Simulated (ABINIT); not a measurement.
## Nb: equation of state with LDA

The system is Nb.

```
CELL_PARAMETERS angstrom
0.00000 2.11500 2.11500
2.11500 0.00000 2.11500
2.11500 2.11500 0.00000
ATOMIC_POSITIONS crystal
Nb 0.00000 0.00000 0.00000
```

This isn't the form of Nb at room conditions, which is bcc.

```
Program             : ABINIT 10.8.3 (patched build)
Task                : equation of state
Functional          : LDA
Potentials or basis : JTH PAW LDA v2.0
Cutoff              : 435 eV
k mesh              : 11 × 11 × 11
Occupations         : fermi-dirac, width 0.05 eV
Spin                : no spin polarisation
Fine-grid cutoff    : 870.764 eV
```

- Equilibrium volume: 17.68 Å³/atom (rough: see the caveat)
- Bulk modulus: 187 GPa (rough)

Energy against volume, from the lowest point:
```tsv
volume (Å³/atom)	energy (meV/atom)
17.786	0.00
18.165	7.03
18.543	22.21
18.922	45.01
19.300	74.40
19.679	109.96
20.057	150.87
```

Wall time 33 s on 1 thread of Arm Neoverse V2, on a shared host, peak memory 0.11 GiB.

Caveat: pressures at fixed basis lie under the slope of the energies; the minimum lies outside the volumes run.
